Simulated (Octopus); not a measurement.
H:

```
H
1.0
    -1.69153    1.69153    2.05847
     1.69153   -1.69153    2.05847
     1.69153    1.69153   -2.05847
H
2
Cartesian
  0.0000 0.0000 0.3711
  0.0000 0.0000 3.7459
```

| Item | Value |
| --- | --- |
| Program | Octopus 16.4 |
| Task | single point |
| Functional | PBE |
| Potentials or basis | pseudodojo_pbe (PseudoDojo 0.5, PBE) |
| Grid spacing | 0.137 Å |
| k mesh | 11 × 11 × 11 |
| Occupations | fermi-dirac, width 0.05 eV |
| Spin | no spin polarisation |

On this cell: largest force 0.224 eV/Å; band gap on the k mesh 9.06 eV, indirect (least direct gap 9.85 eV).

The same run follows on a disturbed copy (atoms moved at random, drawn with an rms of 0.05 Å):

```
CELL_PARAMETERS angstrom
-1.69153 1.69153 2.05847
1.69153 -1.69153 2.05847
1.69153 1.69153 -2.05847
ATOMIC_POSITIONS crystal
H 0.08199 0.09122 0.99944
H 0.91475 0.93528 0.03530
```

What changes?

The energy moves by -0.1 meV/atom; largest force 0.141 eV/Å; band gap on the k mesh 8.83 eV, indirect (least direct gap 9.58 eV).

Forces on the atoms (eV/Å):
```
H   -0.011 -0.006  0.141
H    0.011  0.006 -0.141
```

Caveats: an odd mesh through Γ misses points on the zone boundary, where band edges often lie.
